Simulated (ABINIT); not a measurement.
Ni:

```
Ni
1.0
    -1.38372    1.38372    1.38372
     1.38372   -1.38372    1.38372
     1.38372    1.38372   -1.38372
Ni
1
Direct
  0.00000 0.00000 0.00000
```

This isn't the form of Ni at room conditions, which is fcc.

Base run:

```yaml
Program: ABINIT 10.8.3 (patched build)
Functional: LDA
Potentials_or_basis: PseudoDojo NC SR LDA v0.4.1 standard
Cutoff: 1252 eV
k_mesh: 16 × 16 × 16, with 2 shifts
Occupations: fermi-dirac, width 0.2 eV
Spin: collinear spin, ferromagnetic start
Starting_moments: "[1.0] μB"
```

Its results: pressure -10.5 GPa; net moment 0.00 μB per cell.

Q: The run is repeated on the same cell with these changes: k mesh from 16 × 16 × 16, with 2 shifts to 10 × 10 × 10; occupations from fermi-dirac, width 0.2 eV to fermi-dirac, width 0.05 eV. What comes out?

A: Pressure -12.0 GPa; net moment 0.36 μB per cell; site moments Ni +0.38 μB.
